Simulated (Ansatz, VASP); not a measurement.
Sb in VASP and in Ansatz

```xyz
1
Lattice="3.0955 0.0000 0.0000 0.0000 3.0955 0.0000 0.0000 0.0000 3.0955" Properties=species:S:1:pos:R:3 pbc="T T T"
Sb    0.0000    0.0000    0.0000
```

Change from the starting cell: volume scaled by 0.94.

Alike in both runs: task single point; functional PBE; k mesh 13 × 13 × 13; occupations fermi-dirac, width 0.05 eV; no spin polarisation.

|  | VASP | Ansatz |
| --- | --- | --- |
| version | VASP 6.6.1 | Ansatz 0.2.0 |
| potentials or method | VASP PAW PBE potentials, release 64 (Sb), cutoff 520 eV | all-electron LAPW, scalar-relativistic |

```tsv
	VASP	Ansatz	Ansatz less VASP
pressure (GPa)	0.6	0.7	+0.03
```

Ansatz ran all-electron here, so the differences hold the error of VASP's frozen core and of both bases.

The runs have no spin-orbit coupling, so splittings on Sb are missing.
